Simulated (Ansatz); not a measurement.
**Trial structures of Si: starts and ends**

The calculation used DFT PBE, scalar-relativistic, plane waves, PAW (Ansatz 0.2.0). All cells share a 420 eV cutoff and Γ-centred k meshes spaced at most about 0.3 Å⁻¹ (about 0.25 or finer for metals, 2π included). No spin polarisation in the final relaxations.

Each guess was relaxed in cell and atoms at zero pressure, within the symmetry of its start. These are static total energies at zero pressure. Coordination counts all near atoms (those within 1.25 times the shortest such distance or 1.15 times the sum of covalent radii).

| guess | made from | start group | V start (Å³/atom) | end group | V end (Å³/atom) | coordination at the end | gap on mesh (eV) | E over the lowest end (meV/atom) |
| --- | --- | --- | --- | --- | --- | --- | --- | --- |
| 1 | 4-connected net of one element | I4_1/amd | 20.1 | I4_1/amd | 24.2 | Si 4 | 1.07 | 188 |
| 2 | 4-connected net of one element | Ccce | 14.5 | Ccce | 18.2 | Si 4 | 0 | 273 |
| 3 | 4-connected net of one element | Fddd | 14.9 | Fddd | 18.6 | Si 4 | 0 | 259 |
| 4 | 4-connected net of one element | P6_3/mmc | 16.8 | P6_3/mmc | 20.4 | Si 4 | 0.60 | 0 |
| 5 | 4-connected net of one element | P2 | 16.7 | P4_322 | 19.7 | Si 4 | 0 | 284 |
| 6 | 4-connected net of one element | I4_122 | 14.8 | ? | ? | ? | ? | ? |
| 7 | 5-connected net of one element | I4/mmm | 13.8 | I4/mmm | 17.6 | Si 5 | 0 | 284 |

Guess 6 as it starts:

```xyz
6
Lattice="-3.3328 3.3328 1.9930 3.3328 -3.3328 1.9930 3.3328 3.3328 -1.9930" Properties=species:S:1:pos:R:3 pbc="T T T"
Si    0.0000    0.0000    1.9930
Si    3.3328    0.0000    0.9965
Si    1.6664    3.0006    1.4947
Si   -1.6664    3.6649    1.4947
Si    0.3321    1.6664    0.4982
Si   -0.3321    4.9991    0.4982
```

Q: Fill in the missing row: what does this guess relax into, and where does it rank?

A: It ends in space group I4_122 (No. 98), with a = 7.184 Å, c = 4.192 Å, 18.0 Å³/atom and no gap; its coordination is Si 4. It lies 0.37 eV/atom over the lowest end, above guess 7 and so the highest of the set. Counting all near atoms, this end and the lowest (guess 4) both have Si 4.

Space group I4_122 (No. 98). a = 7.184 Å, b = 7.184 Å, c = 4.192 Å, α = 90.00°, β = 90.00°, γ = 90.00°
```json
{"atom": "Si", "site": "4b", "symmetry": "2.22", "x": "0.0000", "y": "0.0000", "z": "0.5000"}
{"atom": "Si", "site": "8f", "symmetry": ".2.", "x": "0.2500", "y": "0.4617", "z": "0.3750"}
```

For metals, differences of a few meV/atom aren't resolved. Kohn–Sham gaps at this level usually fall short of measured ones. The zero gap of Fddd, P4_322 may come from the functional, which often closes small gaps. With atoms moved at random, P6_3/mmc and I4_1/amd came back. Other cells relaxed within their symmetry can be saddle points. The part of the Crystallography Open Database at hand lists Si in space groups No. 64, 74, 164, 191, 194 and others; sharing a group (P6_3/mmc) doesn't make a cell the listed structure. Some candidate types were left out of the draw beforehand, so a known form may be missing.

Four-fold coordination alone doesn't make a low-energy silicon network: the ends that have it span the whole energy range. What matters is how closely the bonds approach the tetrahedral sp³ arrangement. Guess 6 shows this clearly. In its relaxed cell, the two bonds from each 8f atom to 4b atoms point in nearly opposite directions, a severe angular strain that probably accounts for much of its high energy. The five-coordinated end lies below it, so an extra neighbour can cost less than badly bent four-fold bonding.

Density alone doesn't set the order either, since the most open end, guess 1, lies above guess 4 but below all the denser ones. Its gap suggests that bonding and antibonding states stay well separated in an open network.

The volume and coordination of guess 4 suggest hexagonal diamond or a related stacking variant. Cubic diamond, the known ground state of silicon at ambient pressure, is not among the ends, so the energies are not heights above the ground state.
